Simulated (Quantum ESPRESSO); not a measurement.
Runs of Quantum ESPRESSO 7.5 on Si2W. It takes space group I4/mmm (No. 139, tetragonal). The conventional cell has a = 3.214 Å, b = 3.214 Å, c = 7.830 Å, α = 90.00°, β = 90.00°, γ = 90.00°. Around W (site symmetry 4/mmm) lie 10 Si at 2.62 Å. Si (site symmetry 4mm) has 5 Si at 2.59 to 2.63 Å and 5 W at 2.62 Å as nearest neighbours. 

| task | level | potentials or basis | cell | form of the LDA correlation | gap on the mesh (eV) | pressure (GPa) | largest force (eV/Å) |
| --- | --- | --- | --- | --- | --- | --- | --- |
| single point | PBEsol | GBRV 1.5 PBEsol | atoms moved at random, drawn with an rms of 0.05 Å | - | none | -1.0 | 0.92 |
| band structure | LDA | GBRV 1.5 LDA | as given | PZ81 | none | -5.6 | (a) |
| band structure | PBEsol | GBRV 1.5 PBEsol | as given | - | none | -1.9 | 0.03 |
| single point | PBEsol | GBRV 1.5 PBEsol | as given | - | none | -1.9 | 0.03 |

Alike in all rows: no spin polarisation; k mesh 12 × 12 × 12; cutoff (eV) 762; smearing fermi-dirac 0.05 eV.

Question: Fill in the values left out.

Answer: (a) 0.04.

Caveats: spin-orbit coupling is left out, which moves the levels of the heavy elements (some runs).

A k mesh can miss the band edges, and the runs leave out spin-orbit coupling on W.

A gap of «none» marks a metal or a gap under the smearing width.
